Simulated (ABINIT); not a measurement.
Crystal: KI.

```xyz
2
Lattice="0.0000 3.5328 3.5328 3.5328 0.0000 3.5328 3.5328 3.5328 0.0000" Properties=species:S:1:pos:R:3 pbc="T T T"
I     3.5328    3.5328    3.5328
K     0.0000    0.0000    0.0000
```

Base run:

| Property | Result |
| --- | --- |
| Program | ABINIT 10.8.3 (patched build) |
| Functional | PBE0 |
| Potentials or basis | SPMS NC PBE v1.0 |
| Cutoff | 381 eV |
| k mesh | 4 × 4 × 4 |
| Occupations | fixed |
| Spin | no spin polarisation |

Its results: band gap on the k mesh 5.58 eV, direct; pressure 0.4 GPa.

Task: After a change of settings the same cell gave: band gap on the k mesh 3.80 eV, direct; pressure -0.2 GPa. Which change was it?
A. functional from PBE0 to HSE06
B. functional from PBE0 to PBEsol
C. functional from PBE0 to PBE

Result: B.

PBE0 gives the wider gap, since exact exchange removes part of the self-interaction.

Caveats: the potentials were made for another functional, which shifts forces and pressure; spin-orbit coupling is left out, which moves the levels of the heavy elements.

Not every run made on this cell is shown here.
